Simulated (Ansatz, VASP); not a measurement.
# PbSe: VASP beside Ansatz

```
Pb Se
1.0
     0.00000    3.23261    2.74772
     3.23261    0.00000    2.74772
     3.23261    3.23261    0.00000
Pb Se
1 1
Direct
  0.00000 0.00000 0.00000
  0.50000 0.50000 0.50000
```

Alike in both runs: task single point; functional PBE; k mesh 10 × 10 × 10; occupations gaussian, width 0.03 eV; no spin polarisation.

```csv
,VASP,Ansatz
version,VASP 6.6.1,Ansatz 0.2.0
potentials or method,"VASP PAW PBE potentials, release 64 (Pb_d, Se)","scalar-relativistic, plane waves, PAW"
plane-wave cutoff (eV),520,420
valence electrons in the cell,20,30
```

Ansatz gave:

| Property | Result |
| --- | --- |
| gap on the k mesh at the Fermi level (eV) | 0.19 |
| least direct gap on the mesh (eV) | 0.19 |
| pressure (GPa) | 6.7 |
| largest component of the traceless stress (GPa) | 18.36 |

Task: Which values does VASP return?

Result: gap on the k mesh at the Fermi level (eV): 0.19; least direct gap on the mesh (eV): 0.19; pressure (GPa): 6.7; largest component of the traceless stress (GPa): 18.40.

The two sets of potentials don't hold the same shells in valence.

Caveats: spin-orbit coupling is left out, which as a rule narrows the gap of such compounds by several tenths of an eV.
